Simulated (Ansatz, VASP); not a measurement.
Y in VASP and in Ansatz

```xyz
1
Lattice="-1.8860 1.8860 1.8860 1.8860 -1.8860 1.8860 1.8860 1.8860 -1.8860" Properties=species:S:1:pos:R:3 pbc="T T T"
Y     0.0000    0.0000    0.0000
```

The cell was built by a generator and needn't be a form met in nature.

Alike in both runs: task relaxation of cell and atoms; functional RPBE; k mesh 7 × 7 × 7; no spin polarisation.

```csv
,VASP,Ansatz
version,VASP 6.6.1,Ansatz 0.2.0
potentials or method,"VASP PAW PBE potentials, release 64 (Y_sv)",PAW plane waves
plane-wave cutoff (eV),600,500
occupations,tetrahedron,tetrahedron-uncorrected
valence electrons in the cell,11,11
```

```tsv
	VASP	Ansatz	Ansatz less VASP
gap on the k mesh at the Fermi level, each at its own relaxed structure (eV)	none	none	-
relaxed volume (Å³/atom)	34.15	34.42	+0.275
relaxed cell length with the largest relative difference (Å)	3.540	3.549	+0.0095
energy change over the relaxation (meV/atom)	-245	-262	-17.4
```

A gap of «none» marks a metal or a gap that the smearing closes. Ansatz warned: «band_table_not_solved_further».

Caveats: the volume moved by over 15 % at a fixed basis, so the end points are rough; the PAW data sets were made with another functional, which shifts forces and pressure a little (VASP); tetrahedron occupations give inexact forces and stress in metals.
